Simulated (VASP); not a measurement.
SnS2 (Berndtite-2T): relaxation of cell and atoms with optB88-vdW

SnS2 (Berndtite-2T):

```
Sn S
1.0
     3.63900    0.00000    0.00000
    -1.81950    3.15147    0.00000
     0.00000    0.00000    5.86800
Sn S
1 2
Direct
  0.00000 0.00000 0.00000
  0.66667 0.33333 0.75000
  0.33333 0.66667 0.25000
```

| Property | Result |
| --- | --- |
| Program | VASP 6.6.1 |
| Task | relaxation of cell and atoms |
| Functional | optB88-vdW |
| Potentials or basis | VASP PAW PBE potentials, release 64 (Sn_d, S) |
| Cutoff | 600 eV |
| k mesh | 8 × 8 × 5 |
| Occupations | fermi-dirac, width 0.05 eV |
| Spin | no spin polarisation |
| Further INCAR settings | ALGO = Fast; EDIFF = 1e-06; IBRION = 2; EDIFFG = -0.01; NSW = 60; ISIF = 3 |

```yaml
Relaxed_volume: 23.49 Å³/atom
Relaxed_cell: a = 3.710 Å, b = 3.710 Å, c = 5.912 Å, α = 90.00°, β = 90.00°, γ = 120.00°
Space_group_after_relaxing_to_0.05_Å: P-3m1 (No. 164)
Energy_gained_by_relaxing: 14.4 meV/atom
Ionic_steps: 5
Pressure_after_relaxing: 0.0 GPa
Band_gap_on_the_k_mesh: 1.24 eV, indirect (least direct gap 1.47 eV)
```

The path:
```csv
step,energy change (eV),largest force (eV/Å),pressure (GPa),volume (Å³)
1,0.0000,0.4331,4.11,67.30
2,-0.0119,0.4422,-2.88,73.06
3,-0.0420,0.0707,0.04,70.31
4,-0.0431,0.0242,-0.02,70.42
5,-0.0433,0.0001,0.00,70.48
```

Final structure:
```xyz
3
Lattice="3.7102 0.0000 0.0000 -1.8551 3.2131 0.0000 0.0000 0.0000 5.9121" Properties=species:S:1:pos:R:3 pbc="T T T"
Sn   -1.8551    3.2131    0.0000
S     1.8551    1.0710    4.4272
S     0.0000    2.1421    1.4849
```

Levels at points of the mesh, in eV from the valence-band top:
| k point | band 9 | band 10 | band 11 | band 12 | band 13 | band 14 | band 15 | band 16 | band 17 |
| --- | --- | --- | --- | --- | --- | --- | --- | --- | --- |
| (0.00, 0.00, 0.00) | -0.69 | -0.69 | -0.43 | -0.43 | 0.00 | 1.47 | 3.54 | 5.23 | 5.23 |
| (0.50, 0.00, 0.00) | -4.13 | -2.63 | -2.47 | -1.03 | -0.33 | 1.53 | 4.36 | 5.91 | 5.99 |

Wall time 8.5 min on 1 thread of Intel(R) Xeon(R) Platinum 8259CL CPU @ 2.50GHz (Skylake/Cascade Lake), on a shared host, peak memory 0.48 GiB.

Caveat: the PAW data sets were made with another functional, which shifts forces and pressure a little; spin-orbit coupling is left out, which moves the levels of the heavy elements; an odd mesh through Γ misses points on the zone boundary, where band edges often lie.
